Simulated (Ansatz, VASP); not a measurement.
## One calculation of ZrSi6, two programs

```
CELL_PARAMETERS angstrom
7.17105 0.00000 0.00000
-3.58553 6.21031 0.00000
0.00000 0.00000 2.70915
ATOMIC_POSITIONS crystal
Zr 0.00000 0.00000 0.00000
Si 0.21837 0.78163 0.00000
Si 0.21837 0.43674 0.00000
Si 0.56326 0.78163 0.00000
Si 0.78163 0.21837 0.00000
Si 0.78163 0.56326 0.00000
Si 0.43674 0.21837 0.00000
```

Alike in both runs: functional PBE; k mesh 6 × 6 × 14; occupations gaussian, width 0.1 eV; no spin polarisation.

Ansatz relaxed the structure, and its values are those at the end. VASP's run is a single point on that final structure, the one shown.

```csv
,VASP,Ansatz
version,VASP 6.6.1,Ansatz 0.2.0
potentials or method,"VASP PAW PBE potentials, release 64 (Zr_sv, Si)","scalar-relativistic, plane waves, PAW"
plane-wave cutoff (eV),520,420
valence electrons in the cell,36,36
```

Ansatz gave:

* gap on the k mesh at the Fermi level (eV): none
* pressure (GPa): 0.0
* rms of the force components (eV/Å): 0.002

Q: Which values does VASP return?

A: gap on the k mesh at the Fermi level (eV): none; pressure (GPa): 0.0; rms of the force components (eV/Å): 0.007.

A gap of «none» marks a metal or a gap that the smearing closes.
